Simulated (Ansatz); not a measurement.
Wanted: the native input for an Ansatz 0.2.0 run.

```yaml
Task: single point
Functional: RPBE
Dispersion: D3(BJ)
Potentials_or_basis: all-electron PAW datasets made for the crystal
Cutoff: 340 eV (chosen from the basis error)
k_mesh: 10 × 10 × 10
Occupations: cold, width 0.1 eV
Spin: collinear spin, ferromagnetic start
Starting_moments: "[0.5, 0.0] μB"
```

Crystal: BAs.

```
As B
1.0
     0.00000    2.38850    2.38850
     2.38850    0.00000    2.38850
     2.38850    2.38850    0.00000
As B
1 1
Direct
  0.75000 0.75000 0.75000
  0.00000 0.00000 0.00000
```

One way to write it, as run:

input.yaml

```yaml
crystal:
  lattice:
    - [0.0, 2.3885, 2.3885]
    - [2.3885, 0.0, 2.3885]
    - [2.3885, 2.3885, 0.0]
  atoms:
    - { symbol: As, position: [0.75, 0.75, 0.75], spin: 0.5 }
    - { symbol: B, position: [0.0, 0.0, 0.0] }
kpoints:
  mp_grid: { grid: [10, 10, 10] }
scf:
  occupations: { method: cold, width: 0.1 }
hamiltonian:
  xc: rpbe
  dispersion: d3bj
  pseudopotentials: { kind: all_electron, datasets: crystal }
magnetization:
  spin_polarized: true
output:
  forces: true
  stress: true
  eigenvalues: true
  elf: true
  volumetric_format: npy
```

Potentials or basis: all-electron PAW datasets made for the crystal.

The run is started by

```console
$ ansatz run input.yaml --threads 1 --pin off --max-ram 2560MiB --backend cpu --events-out ev --progress --plain --runs-dir out
```

Results of the run:

The pressure is -13.3 GPa and the band gap on the k mesh is 1.22 eV, indirect (least direct gap 3.29 eV). The net moment is 0.00 μB per cell. The absolute moment is 0.00 μB per cell.

Caveat: the starting moments weren't kept.

It took 12 s on 1 thread of Intel(R) Xeon(R) 6975P-C (Granite Rapids) (shared host), peak memory 0.59 GiB.
